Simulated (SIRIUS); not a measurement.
Crystal: Zn.

```
Zn
1.0
     2.67000    0.00000    0.00000
    -1.33500    2.31229    0.00000
     0.00000    0.00000    4.96600
Zn
2
Direct
  0.66667 0.33333 0.75000
  0.33333 0.66667 0.25000
```

| Item | Value |
| --- | --- |
| Program | SIRIUS 7.12.0 |
| Task | relaxation of cell and atoms |
| Functional | PBE |
| Dispersion | D3(BJ) |
| Potentials or basis | PseudoDojo 0.4.1 PBE standard (scalar relativistic) |
| Cutoff | 1152 eV |
| Density cutoff | 4606 eV |
| k mesh | 5 × 5 × 3 |
| Occupations | fermi-dirac, width 0.05 eV |
| Spin | no spin polarisation |

At the start: pressure -4.5 GPa; volume 15.33 Å³/atom.

Task: Where does the relaxation end?

Result: Over 9 steps the energy falls by 64.5 meV/atom and the volume is 14.05 Å³/atom (-8.3 %); space group P6_3/mmc (No. 194, to 0.05 Å).

The path:
| step | energy change (eV) | largest force (eV/Å) | pressure (GPa) | volume (Å³) |
| --- | --- | --- | --- | --- |
| 1 | 0.0000 | 0.0000 | -4.49 | 30.66 |
| 2 | -0.0145 | 0.0000 | -4.00 | 30.38 |
| 3 | -0.0755 | 0.0000 | -0.09 | 28.26 |
| 4 | -0.0903 | 0.0000 | 7.18 | 26.32 |
| 5 | -0.1078 | 0.0000 | 2.31 | 27.42 |
| 6 | -0.1149 | 0.0000 | 2.34 | 27.42 |
| 7 | -0.1280 | 0.0000 | 1.00 | 27.82 |
| 8 | -0.1289 | 0.0000 | 0.27 | 28.03 |
| 9 | -0.1289 | 0.0000 | 0.00 | 28.11 |

Final structure:
```xyz
2
Lattice="2.7065 0.0000 0.0000 -1.3533 2.3439 0.0000 0.0000 0.0000 4.4306" Properties=species:S:1:pos:R:3 pbc="T T T"
Zn    1.3533    0.7813    3.3229
Zn    0.0000    1.5626    1.1076
```

Caveat: the k mesh is coarse (spacing up to 0.54 Å⁻¹), so the values aren't converged; pairwise dispersion overbinds metals, which lowers pressure and volume.
